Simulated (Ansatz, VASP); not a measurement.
# One calculation of KF, two programs

The input INCAR:

```
ALGO     = Normal         # electronic algorithm
EDIFF    = 1E-6           # SCF threshold, eV
ENCUT    = 520            # plane-wave cutoff, eV
ISIF     = 2              # what is computed and relaxed
ISMEAR   = 0              # smearing method
LASPH    = True           # aspherical terms in the spheres
LCHARG   = False          # write CHGCAR
LREAL    = False          # projectors in reciprocal space
LWAVE    = False          # write WAVECAR
NBANDS   = 15             # bands
NELM     = 80             # most SCF steps
PREC     = Accurate       # precision mode
SIGMA    = 0.05           # smearing width, eV
```

File KPOINTS:

```
k-points
0
Gamma
  8 8 8
```

POSCAR

```
KF
1.0
    2.8469594235      0.0000000000      0.0000000000
    0.0000000000      2.8469594235      0.0000000000
    0.0000000000      0.0000000000      4.2704391352
K F
1 1
Direct
    0.0000000000      0.0000000000      0.0000000000
    0.5000000000      0.5000000000      0.5000000000
```

Input for Ansatz:

```yaml
crystal:
  lattice:
    - [2.8469594235, 0.0, 0.0]
    - [0.0, 2.8469594235, 0.0]
    - [0.0, 0.0, 4.2704391352]
  atoms:
    - { symbol: K, position: [0.0, 0.0, 0.0] }
    - { symbol: F, position: [0.5, 0.5, 0.5] }
basis:
  ecutwfc: 420
kpoints:
  mp_grid: { grid: [8, 8, 8] }
hamiltonian:
  xc: lda
scf:
  occupations: { method: gaussian, width: 0.05 }
output:
  forces: true
  stress: true
  eigenvalues: true
```

Alike in both runs: task single point; functional LDA; k mesh 8 × 8 × 8; occupations gaussian, width 0.05 eV; no spin polarisation.

|  | VASP | Ansatz |
| --- | --- | --- |
| version | VASP 6.6.1 | Ansatz 0.2.0 |
| potentials or method | VASP PAW LDA potentials, release 64 (K_sv, F) | scalar-relativistic, plane waves, PAW |
| plane-wave cutoff (eV) | 520 | 420 |
| valence electrons in the cell | 16 | 16 |

|  | VASP | Ansatz | Ansatz less VASP |
| --- | --- | --- | --- |
| gap on the k mesh at the Fermi level (eV) | 3.50 | 3.51 | +0.014 |
| least direct gap on the mesh (eV) | 3.65 | 3.66 | +0.014 |
| pressure (GPa) | -4.8 | -4.9 | -0.10 |
| largest component of the traceless stress (GPa) | 27.88 | 27.82 | -0.060 |

A k mesh can miss the band edges. As with any semilocal functional, this LDA gap is likely too small.
